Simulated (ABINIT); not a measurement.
The system is As.

```
As
1.0
     1.88080    1.08588    3.51406
    -1.88080    1.08588    3.51406
     0.00000   -2.17176    3.51406
As
2
Direct
  0.22600 0.22600 0.22600
  0.77400 0.77400 0.77400
```

* Program: ABINIT 10.8.3 (patched build)
* Task: relaxation of cell and atoms
* Functional: PBE
* Potentials or basis: PseudoDojo NC SR PBE v0.4.1 standard
* Cutoff: 1143 eV
* k mesh: 7 × 7 × 7
* Occupations: fermi-dirac, width 0.05 eV
* Spin: no spin polarisation

At the start: pressure 3.7 GPa; volume 21.53 Å³/atom.

Where does the relaxation end?

Over 15 steps the energy falls by 12.2 meV/atom and the volume is 22.48 Å³/atom (+4.4 %); space group R-3m (No. 166, to 0.05 Å).

Step by step:
| step | energy change (eV) | largest force (eV/Å) | pressure (GPa) | volume (Å³) |
| --- | --- | --- | --- | --- |
| 1 | 0.0000 | 0.4023 | 3.73 | 43.06 |
| 2 | -0.0126 | 0.2533 | 2.57 | 43.55 |
| 3 | -0.0241 | 0.0389 | 0.26 | 44.65 |
| 4 | -0.0242 | 0.0493 | 0.11 | 44.75 |
| 5 | -0.0243 | 0.0448 | -0.02 | 44.85 |
| 6 | -0.0244 | 0.0238 | -0.07 | 44.91 |
| 7 | -0.0245 | 0.0060 | -0.03 | 44.91 |
| 8 | -0.0245 | 0.0012 | 0.00 | 44.90 |
| 9 | -0.0245 | 0.0006 | 0.01 | 44.89 |
| 10 | -0.0245 | 0.0000 | 0.02 | 44.89 |
| 11 | -0.0245 | 0.0007 | 0.03 | 44.89 |
| 12 | -0.0245 | 0.0014 | 0.04 | 44.91 |
| 13 | -0.0245 | 0.0014 | 0.03 | 44.94 |
| 14 | -0.0245 | 0.0006 | 0.01 | 44.96 |
| 15 | -0.0245 | 0.0001 | 0.00 | 44.96 |

Final structure:
```cif
data_structure
_symmetry_space_group_name_H-M 'P 1'
_symmetry_Int_Tables_number 1
_cell_length_a 4.1864
_cell_length_b 4.1864
_cell_length_c 4.1864
_cell_angle_alpha 54.287
_cell_angle_beta 54.287
_cell_angle_gamma 54.287
_cell_volume 44.96
loop_
_atom_site_label
_atom_site_type_symbol
_atom_site_fract_x
_atom_site_fract_y
_atom_site_fract_z
_atom_site_occupancy
As1 As 0.22671 0.22671 0.22671 1
As2 As 0.77329 0.77329 0.77329 1
```
